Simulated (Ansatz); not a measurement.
The parent structure is Li2O in the anti-fluorite structure (space group Fm-3m, No. 225; a = 4.626 Å).

(Cell as relaxed with PBE.)

Levels (all Ansatz, a first-principles code, PAW): PBE (420 eV, no SOC); r2SCAN (500 eV, scalar-relativistic without spin-orbit coupling).

Each level relaxes its own structure.

| base | PBE | r2SCAN |
|---|---|---|
| volume per atom | 8.25 Å³ | 7.97 Å³ |
| lattice parameter a | 8.742 bohr | 8.641 bohr |
| band gap | 4.98 eV | 5.77 eV |

The change: every lattice vector is shortened by 1.39 %, atoms relaxed at fixed cell.

```json
[
 {"quantity": "smallest direct gap", "PBE": "5.55 eV", "r2SCAN": "?"},
 {"quantity": "valley order (the lowest conduction-band minima on the path, energy above the VBM, named in the base's zone)", "PBE": "X along ⟨100⟩ 5.06 eV; Γ 5.55 eV", "r2SCAN": "?"}
]
```

**Question.** What does r2SCAN give?

**Answer.** 
- smallest direct gap, r2SCAN: 6.54 eV
- valley order (the lowest conduction-band minima on the path, energy above the VBM, named in the base's zone), r2SCAN: X along ⟨100⟩ 5.86 eV; Γ 6.54 eV

PBE's smallest direct gap lies 0.997 eV below r2SCAN's; both order the valleys alike. Neither level is exact; r2SCAN is the comparison here, not a measurement.

The cells carry an imposed strain or load. Whether these cells are dynamically stable was not tested.
